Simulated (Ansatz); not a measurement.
CaO in the rocksalt structure, relaxed with r2SCAN in the plane-wave code Ansatz: space group Fm-3m (No. 225), cubic; a = 4.795 Å in the conventional setting, 13.78 Å³ an atom. Ca has 6 O at 2.40 Å; O has 6 Ca at 2.40 Å. The cell was then strained (x, y and z are the cube axes), with the atoms relaxed again; stress is positive in compression. (Simulation; spin polarisation is off.)

- Uniaxial -1.05 % along z, other directions held: r2SCAN's stress changes by +2.60 GPa along the strain and +0.64 GPa across it.
- Isotropic -1.0 % on every length: the pressure changes by +3.76 GPa.
- Epitaxial strain of -0.65 % in the (001) plane: the free normal strain is +0.33 % and the in-plane stress changes by +1.77 GPa.
- In that film r2SCAN's threefold valence top at Γ splits as 2+1 from the top, by 0.024 eV.
- Uniaxial strain of +1.0 % along [111], atoms relaxed: the xy stress changes by -0.535 GPa.
- That strain splits the valence top at Γ by 0.034 eV (r2SCAN).

(1) Estimate C₁₁, C₁₂ and the bulk modulus from the uniaxial step.

(2) What bulk modulus does the isotropic step give?

(3) What do the film's normal strain and stress say about the elastic constants?

(4) How much elastic energy does the film store, with 13.78 Å³ an atom?

(5) Extract the shear deformation potential b.

(6) Estimate C₄₄.

(7) Extract the deformation potential d.

## Answers

(1) With compression positive, C₁₁ ≈ −Δσ∥/ε = (-2.60)/(-0.0105) = 248 GPa and C₁₂ ≈ (-0.64)/(-0.0105) = 61 GPa; B = (C₁₁ + 2C₁₂)/3 = 123 GPa. A one-sided step carries third-order terms: it reads high by some per cent.

(2) Δ ln V = 3 ln(0.9900) = -0.0302, so B ≈ −ΔP/Δ ln V = 125 GPa, against 123 GPa from C₁₁ and C₁₂; one-sided steps of finite size carry third-order terms.

(3) ε⊥/ε∥ = (+0.0033)/(-0.0065) = -0.51, which linear elasticity sets to −2C₁₂/C₁₁ = -0.49 from the uniaxial step. The biaxial modulus is M = −Δσ/ε∥ = 272 GPa (C₁₁ + C₁₂ − 2C₁₂²/C₁₁ = 279 GPa).

(4) u = M ε∥² = −Δσ ε∥ = -1.77 × (-0.0065) = 0.0115 GPa, and 1 GPa Å³ is 6.2415 meV: 0.99 meV an atom. The total energies of the two runs differ by 0.96 meV an atom.

(5) Without spin-orbit coupling the splitting is 3|b| |ε_zz − ε_xx| = 3|b| × 0.0098, so |b| = 0.024/0.0294 = 0.82 eV.

(6) A strain ε along [111] has ε_xy = ε/3 = +0.00333, an engineering shear of 2ε/3, so C₄₄ ≈ −Δσ_xy/(2ε/3) = 80 GPa, atoms relaxed.

(7) Without spin-orbit coupling the splitting is 3√3 |d| ε_xy = √3 |d| |ε|, so |d| = 0.034/(1.732 × 0.0100) = 1.96 eV.
